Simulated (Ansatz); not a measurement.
## Mg2Ge (Fm-3m): the band gap by level of theory

All numbers come from Ansatz 0.2.0. Calculated for a static, non-magnetic cell.

The cell is a 3-atom cell of Mg2Ge (Fm-3m) from a materials database; cell and atoms were relaxed with r2SCAN. The symmetry is Fm-3m (No. 225, cubic); a = 6.366 Å in the conventional setting, 21.50 Å³ an atom. Mg has 4 Ge at 2.76 Å; Ge has 8 Mg at 2.76 Å.

```cif
data_structure
_symmetry_space_group_name_H-M 'Fm-3m'
_symmetry_Int_Tables_number 225
_cell_length_a 6.3662
_cell_length_b 6.3662
_cell_length_c 6.3662
_cell_angle_alpha 90.000
_cell_angle_beta 90.000
_cell_angle_gamma 90.000
_cell_volume 258.01
loop_
_atom_site_label
_atom_site_type_symbol
_atom_site_symmetry_multiplicity
_atom_site_Wyckoff_symbol
_atom_site_fract_x
_atom_site_fract_y
_atom_site_fract_z
_atom_site_occupancy
Mg1 Mg 8 c 0.25000 0.25000 0.75000 1
Ge1 Ge 4 a 0.00000 0.00000 0.00000 1
```

Gaps on the r2SCAN cell, each the least over its mesh and the special points:
```csv
level,k mesh,gap (eV),kind,edges,least direct gap (eV),rough cost
LDA,8×8×8,0.13,indirect,Γ → X,0.94,3 core-seconds
PBE,8×8×8,0.14,indirect,Γ → X,1.09,3 core-seconds
PBE+SOC,8×8×8,0.08,indirect,Γ → X,1.03,11 core-seconds
r2SCAN,8×8×8,0.44,indirect,Γ → X,1.67,4 core-seconds
HSE06,6×6×6,0.51,indirect,Γ → X,1.75,100 core-seconds
HSE06+SOC,4×4×4,0.45,indirect,Γ → X,1.72,2.6 core-minutes
PBE0,6×6×6,1.10,indirect,Γ → X,2.33,90 core-seconds
```
LDA, PBE, PBE+SOC, r2SCAN, HSE06, HSE06+SOC: smearing of 0.02 eV; the others have fixed occupations.
Wave cutoffs: 420 eV, 500 eV (r2SCAN).
Costs come from shared machines and give only the order; PBE's includes the band path. The runs had 2 threads of Intel(R) Xeon(R) 6975P-C (Granite Rapids), on a shared host.

HSE06 gives an indirect gap of 0.51 eV, from Γ to X; the least direct gap is 1.75 eV at Γ. Spin-orbit coupling changes the PBE gap by -0.06 eV, to 0.08 eV.

r2SCAN covers 80 % of the step from PBE to HSE06, while HSE06 needs about 26 times r2SCAN's cost (on a coarser mesh). Among these functionals the gap stays indirect.

Only the levels marked +SOC include spin-orbit coupling.

Gaps or overlaps of about a tenth of an eV are at the limit of these meshes: between the points read a gap can be smaller or closed.

The meshes of the hybrids are coarse, so their gaps aren't converged to the digits shown.
